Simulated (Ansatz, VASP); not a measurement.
**Mg in VASP and in Ansatz**

```
Mg
1.0
     2.97043    0.00000    0.00000
    -1.48522    2.57247    0.00000
     0.00000    0.00000    4.80513
Mg
2
Direct
  0.33333 0.66667 0.25000
  0.66667 0.33333 0.75000
```

Alike in both runs: functional PBE; k mesh 18 × 18 × 10; occupations gaussian, width 0.05 eV; no spin polarisation.

Ansatz relaxed the structure, and its values are those at the end. VASP's run is a single point on that final structure, the one shown.

```csv
,VASP,Ansatz
version,VASP 6.6.1,Ansatz 0.2.0
potentials or method,"VASP PAW PBE potentials, release 64 (Mg)","scalar-relativistic, plane waves, PAW"
plane-wave cutoff (eV),520,420
valence electrons in the cell,4,20
```

|  | VASP | Ansatz | Ansatz less VASP |
| --- | --- | --- | --- |
| gap on the k mesh at the Fermi level (eV) | none | none | - |
| pressure (GPa) | 12.4 | 12.5 | +0.06 |

A gap of «none» marks a metal or a gap that the smearing closes. The two sets of potentials don't hold the same shells in valence.
